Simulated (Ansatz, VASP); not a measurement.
Two plane-wave programs on BeS

File INCAR:

```
ALGO = Normal
EDIFF = 1E-6
EDIFFG = -0.02
ENCUT = 900
GGA = PE
IBRION = 2
ISIF = 3
ISMEAR = -1
LASPH = T
LCHARG = F
LREAL = F
LWAVE = F
NELM = 60
NSW = 40
PREC = Accurate
SIGMA = 0.05
```

KPOINTS

```
k-points
0
Gamma
  9 9 9
```

POSCAR

```
BeS
1.0
    0.0000000000      2.4250000000      2.4250000000
    2.4250000000      0.0000000000      2.4250000000
    2.4250000000      2.4250000000      0.0000000000
S Be
1 1
Direct
    0.7500000000      0.7500000000      0.7500000000
    0.0000000000      0.0000000000      0.0000000000
```

File input.yaml:

```yaml
crystal:
  lattice:
    - [0.0, 2.425, 2.425]
    - [2.425, 0.0, 2.425]
    - [2.425, 2.425, 0.0]
  atoms:
    - { symbol: S, position: [0.75, 0.75, 0.75] }
    - { symbol: Be, position: [0.0, 0.0, 0.0] }
hamiltonian:
  xc: pbe
  pseudopotentials: { kind: paw }
kpoints:
  mp_grid: { grid: [9, 9, 9] }
scf:
  occupations: { method: fermi_dirac, width: 0.05 }
output:
  forces: true
  stress: true
  eigenvalues: true
relax:
  f_tol: 0.01
  max_steps: 40
  cell: { stress_tol: 0.05 }
```

Alike in both runs: task relaxation of cell and atoms; functional PBE; k mesh 9 × 9 × 9; occupations fermi-dirac, width 0.05 eV; no spin polarisation.

```csv
,VASP,Ansatz
version,VASP 6.6.1,Ansatz 0.2.0
potentials or method,"VASP PAW PBE potentials, release 64 (S, Be_sv)",Ansatz PAW
plane-wave cutoff (eV),900,420
valence electrons in the cell,10,8
```

Ansatz gave:

```
gap on the k mesh at the Fermi level, each at its own relaxed structure (eV) : 3.24
relaxed volume (Å³/atom)                                                     : 14.49
relaxed cell length with the largest relative difference (Å)                 : 3.448
energy change over the relaxation (meV/atom)                                 : -1
```

Problem. Which values does VASP return?

Solution. gap on the k mesh at the Fermi level, each at its own relaxed structure (eV): 3.24; relaxed volume (Å³/atom): 14.51; relaxed cell length with the largest relative difference (Å): 3.449; energy change over the relaxation (meV/atom): -1.

The two sets of potentials don't hold the same shells in valence.

Caveats: an odd mesh through Γ misses points on the zone boundary, where band edges often lie (VASP); odd divisions of the mesh miss points on the zone boundary, where band edges often lie, so the gap on the mesh can be too wide (Ansatz); the plane-wave basis is chosen anew once the cell has moved, so the energies of steps on either side of that aren't comparable (Ansatz). PBE usually gives volumes a little too large and moduli too small. PBE gaps usually lie below the measured ones, often by a third to a half.
